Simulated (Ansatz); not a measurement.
## Formation energy of AgI

The computed numbers are results of PBE, scalar-relativistic (no spin polarisation) in the plane-wave PAW code Ansatz at 420 eV, Γ-centred 10×10×10 mesh, 0.05 eV Gaussian smearing; PAW files: Ansatz's generated set soft_2.

The chain of runs began from a cell as deposited in COD, expanded in volume. Of that entry: the entry's cell lengths or inner coordinates differ somewhat from later room-temperature determinations.

It takes space group F-43m (No. 216, cubic). Conventional cell: a = 6.626 Å, b = 6.626 Å, c = 6.626 Å, α = 90.00°, β = 90.00°, γ = 90.00°. Around Ag (site symmetry -43m) lie 4 I at 2.87 Å. Around I (site symmetry -43m) lie 4 Ag at 2.87 Å. (Neighbours are counted to 15 % beyond the shortest distance.)

The elements were computed in their standard states with the same datasets, cutoff and functional. Total energies depend on the potentials used, so only differences within one code and one set of settings carry meaning.

Energy of the relaxed cell (2 atoms, smearing extrapolated to zero): -15104.007 eV. Elements, in eV/atom: Ag -7590.556, I -7512.908.

Q: What is the formation energy?

A: [-15104.007 − (1 × -7590.556 + 1 × -7512.908)] / 2 = -0.27 eV/atom, or -26 kJ per mole of atoms.

The value is for 0 K, without zero-point energy. Uncorrected semilocal values for oxides, chalcogenides and halides often miss by tenths of an eV an atom. A negative value shows stability against the elements alone, not against other compounds or structures.

Bader charges against formal ones: Ag +0.29 (+1), I −0.29 (−1). The cations give up 29 % of the formal charge; Bader charges stay under formal ones because the anions' density reaches into the cations' basins, the more so the higher the formal charge and the softer the anion.

Formal charges Ag⁺, I⁻ balance and leave closed shells on every ion, so a band insulator is expected, and the gap is 1.34 eV.

Semilocal functionals underestimate band gaps, commonly by a third or more. No spin–orbit coupling, a notable omission for heavy elements.
